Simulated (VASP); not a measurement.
MgSe, 2 atoms in the cell. The structure is cubic, space group Fm-3m (No. 225). The conventional cell has a = 5.504 Å, b = 5.504 Å, c = 5.504 Å, α = 90.00°, β = 90.00°, γ = 90.00°. Mg (site symmetry m-3m) has 6 Se at 2.75 Å as nearest neighbours. Around Se (site symmetry m-3m) lie 6 Mg at 2.75 Å. The cell was built by a generator and needn't be a form met in nature.

| Quantity | Value |
| --- | --- |
| Program | VASP 6.6.1 |
| Task | electrostatic potential |
| Functional | r2SCAN |
| Potentials or basis | VASP PAW PBE potentials, release 64 (Mg, Se) |
| Cutoff | 520 eV |
| k mesh | 8 × 8 × 8 |
| Occupations | gaussian, width 0.02 eV |
| Spin | no spin polarisation |
| Further INCAR settings | ALGO = Normal; EDIFF = 1e-07 |

Potentials or basis: VASP PAW PBE potentials, release 64 (Mg, Se).

Run with:

```bash
$ cat potpaw_PBE.64/Mg/POTCAR potpaw_PBE.64/Se/POTCAR > POTCAR
$ mpirun -np 4 vasp_std > vasp.out
```

Hardware: 4 MPI ranks on AMD EPYC 9R45 96-Core Processor (Zen 5), on a shared host.

Q: Estimate the wall time of this run.

A: It took 20 s on 4 MPI ranks on AMD EPYC 9R45 96-Core Processor (Zen 5) (shared host), peak memory 0.15 GiB a rank. Counts: scf iterations 24, k points 29.
